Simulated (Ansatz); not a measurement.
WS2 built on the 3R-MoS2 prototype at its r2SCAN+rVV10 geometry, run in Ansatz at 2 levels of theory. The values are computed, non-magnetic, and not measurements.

The PBE+SOC input:
```yaml
crystal:
  lattice:
    - [1.5858866962, 0.915612111, 6.237469246]
    - [-1.5858866962, 0.915612111, 6.237469246]
    - [0.0, -1.8312242219, 6.237469246]
  atoms:
    - { symbol: W, position: [-1.15687e-05, -1.15687e-05, -1.15687e-05] }
    - { symbol: S, position: [0.4167981751, 0.4167981751, 0.4167981751] }
    - { symbol: S, position: [0.2498800602, 0.2498800602, 0.2498800602] }
kpoints:
  mp_grid: { grid: [10, 10, 10] }
  band_path:
    path:
      - [0.0, 0.0, 0.0]
      - [-0.5, -0.5, -0.5]
      - [-0.5, -0.1810319754, -0.8189680246]
      - [-0.1810319754, 0.1810319754, -0.5]
      - [0.0, 0.0, -0.5]
      - [0.0, 0.3405159877, -0.3405159877]
      - [-0.3405159877, 0.0, -0.6594840123]
      - [-0.5, 0.0, -0.5]
      - [0.0, 0.174479, -0.177083]
      - [-0.1629287778, 0.1629287778, -0.5]
    npoints: 1
hamiltonian:
  xc: pbe
scf:
  occupations: { method: fermi_dirac, width: 0.02 }
  n_extra_bands: 8
magnetization:
  noncollinear: true
  spin_orbit: true
output:
  forces: true
  stress: true
  eigenvalues: true
```

Main results, then, where recorded, the levels near the gap in eV from the Fermi energy (columns number the bands from 0), one row a point of the path (Γ, T, H₂, H₀, L, S₀, S₂, F, Γ–S₀ (0.52), H₀–L (0.10)):
```
Crystal: 3 atoms, lattice volume = 54.343 Å³
Symmetry: 6 space group operations + 6 with time reversal
Magnetic group: BNS 160.66 (UNI 1296)
```
```
Basis set: ecut = 420 eV, 1041 PW (Γ), FFT grids on a1−a3, a2−a3, a3
Bands: 34, of which v1, the nominal top of the filled ones, is band 26 counted from 1 (25 counted from 0)
k-points: 116 of 1000 (time reversal used)
Free energy (F): -12215.998318 eV
Fermi energy:    11.898273 eV
--- Forces (eV/Å), atoms counted from 1 ---
  atom   1  W       0.00000      0.00000      0.00119
  atom   2  S       0.00000      0.00000      0.18934
  atom   3  S       0.00000      0.00000    -0.19049
--- Stress (GPa, compression-positive) ---
        2.745265       0.000000       0.000000
        0.000000       2.745265       0.000000
        0.000000       0.000000       4.133042
  P = ⅓ Tr σ = 3.2079 GPa (32.079 kbar)
```
```tsv
band_20	band_21	band_22	band_23	band_24	band_25	band_26	band_27	band_28	band_29	band_30	band_31
-2.705	-2.705	-2.103	-2.103	-1.609	-1.609	1.632	1.632	1.722	1.722	2.031	2.031
-2.886	-2.886	-2.675	-2.675	-0.482	-0.482	1.699	1.699	1.721	1.721	1.956	1.956
-4.522	-4.456	-3.530	-3.472	-1.382	-0.964	0.682	0.724	2.035	2.223	2.846	3.271
-4.522	-4.456	-3.530	-3.472	-1.382	-0.964	0.682	0.724	2.035	2.223	2.846	3.271
-3.071	-3.071	-2.439	-2.439	-2.090	-2.090	1.664	1.664	2.141	2.141	3.148	3.148
-4.491	-4.377	-3.565	-3.510	-1.365	-0.938	0.655	0.685	2.040	2.217	2.828	3.242
-4.491	-4.377	-3.565	-3.510	-1.365	-0.938	0.655	0.685	2.040	2.217	2.828	3.242
-3.596	-3.596	-2.564	-2.564	-1.991	-1.991	1.629	1.629	2.234	2.234	2.804	2.804
-3.620	-3.369	-2.394	-2.343	-2.107	-1.889	0.458	0.651	1.696	1.703	2.163	2.237
-4.440	-4.365	-3.575	-3.509	-1.367	-0.942	0.649	0.680	2.003	2.203	2.798	3.217
```

PBE+SOC gives an indirect gap of 0.94 eV, from T to Γ–S₀ (0.52 of the way from Γ); the least direct gap is 1.59 eV at H₀–L (0.10 of the way from H₀).

HSE06. Against the first input these blocks differ (the band path and keys that only write files left aside):
```yaml
kpoints:
  mp_grid: { grid: [6, 6, 6] }
hamiltonian:
  xc: hse06
scf:
  occupations: { method: fixed }
  n_extra_bands: 4
```
(magnetization left out)

```
Basis set: ecut = 420 eV, 1041 PW (Γ), FFT grids on a1−a3, a2−a3, a3
Bands: 17, of which v1, the nominal top of the filled ones, is band 13 counted from 1 (12 counted from 0)
k-points: 32 of 216 (time reversal used)
Exchange kernel: α = 0.2500, screened, ω = 0.2079 Å⁻¹, Wigner–Seitz truncation, v(0) = 1044.4048 eV·Å³, q-mesh 6×6×6
hybrid outer 1: dexx = +7.014e-3 eV, tail = 8.78e-6 eV
hybrid outer 2: dexx = +1.948e-7 eV, tail = 3.86e-9 eV, Δε = 1.18e-3 eV, ΔF = 5.77e-4 eV/Å
Free energy (F): -12193.435740 eV
Fermi energy:    11.069000 eV
--- Forces (eV/Å), atoms counted from 1 ---
  atom   1  W       0.00000      0.00000      0.00239
  atom   2  S       0.00000      0.00000    -0.28839
  atom   3  S       0.00000      0.00000      0.28592
--- Stress (GPa, compression-positive) ---
       -1.608371       0.000000       0.000000
        0.000000      -1.608371       0.000000
        0.000000       0.000000      -0.325301
  P = ⅓ Tr σ = -1.1807 GPa (-11.807 kbar)
```
```tsv
band_10	band_11	band_12	band_13	band_14	band_15
-2.580	-1.908	-1.243	2.901	2.901	3.165
-2.545	-2.545	0.000	2.977	2.977	3.039
-4.538	-3.457	-0.713	1.686	3.365	4.303
-4.538	-3.457	-0.713	1.686	3.365	4.303
-2.954	-2.157	-1.916	2.926	3.280	4.405
-4.477	-3.497	-0.690	1.650	3.366	4.272
-4.477	-3.497	-0.690	1.650	3.366	4.272
-3.540	-2.331	-1.765	2.882	3.426	3.971
-3.405	-2.183	-1.709	1.602	2.847	3.424
-4.444	-3.502	-0.693	1.645	3.338	4.240
```

The HSE06 gap is indirect, 1.60 eV (T to Γ–S₀ (0.52 of the way from Γ)), below the direct gap of 2.33 eV at H₀–L (0.08 of the way from H₀). With the atoms held, the mean pressure is -1.2 GPa (compression positive). The stress of a hybrid is loosely converged here.

The hybrids run on coarser meshes, which limits their stresses and small splittings of levels.

Totals of different functionals, or with and without spin-orbit coupling, can't be compared.

Only the levels marked +SOC include spin-orbit coupling.
